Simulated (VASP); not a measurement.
Crystal: BeTe.

```
CELL_PARAMETERS angstrom
0.00000 2.77000 2.77000
2.77000 0.00000 2.77000
2.77000 2.77000 0.00000
ATOMIC_POSITIONS crystal
Be 0.00000 0.00000 0.00000
Te 0.25000 0.25000 0.25000
```

```yaml
Program: VASP 6.6.1
Task: relaxation of cell and atoms
Functional: PBEsol
Potentials_or_basis: VASP PAW PBE potentials, release 64 (Be, Te)
Cutoff: 600 eV
k_mesh: 8 × 8 × 8
Occupations: gaussian, width 0.03 eV
Spin: no spin polarisation
```

At the start: pressure 2.5 GPa; volume 21.25 Å³/atom.

Problem. How do energy, volume and symmetry change on relaxing?

Solution. Over 3 steps the energy falls by 6.5 meV/atom and the volume is 22.10 Å³/atom (+4.0 %); space group F-43m (No. 216, to 0.05 Å).

Step by step:
```tsv
step	energy change (eV)	largest force (eV/Å)	pressure (GPa)	volume (Å³)
1	0.0000	0.0000	2.54	42.51
2	-0.0122	0.0000	-0.55	44.61
3	-0.0129	0.0000	0.00	44.19
```

Final structure:
```cif
data_structure
_symmetry_space_group_name_H-M 'P 1'
_symmetry_Int_Tables_number 1
_cell_length_a 3.9685
_cell_length_b 3.9685
_cell_length_c 3.9685
_cell_angle_alpha 60.000
_cell_angle_beta 60.000
_cell_angle_gamma 60.000
_cell_volume 44.19
loop_
_atom_site_label
_atom_site_type_symbol
_atom_site_fract_x
_atom_site_fract_y
_atom_site_fract_z
_atom_site_occupancy
Be1 Be 0.00000 0.00000 0.00000 1
Te1 Te 0.25000 0.25000 0.25000 1
```

Caveat: the PAW data sets were made with another functional, which shifts forces and pressure a little.
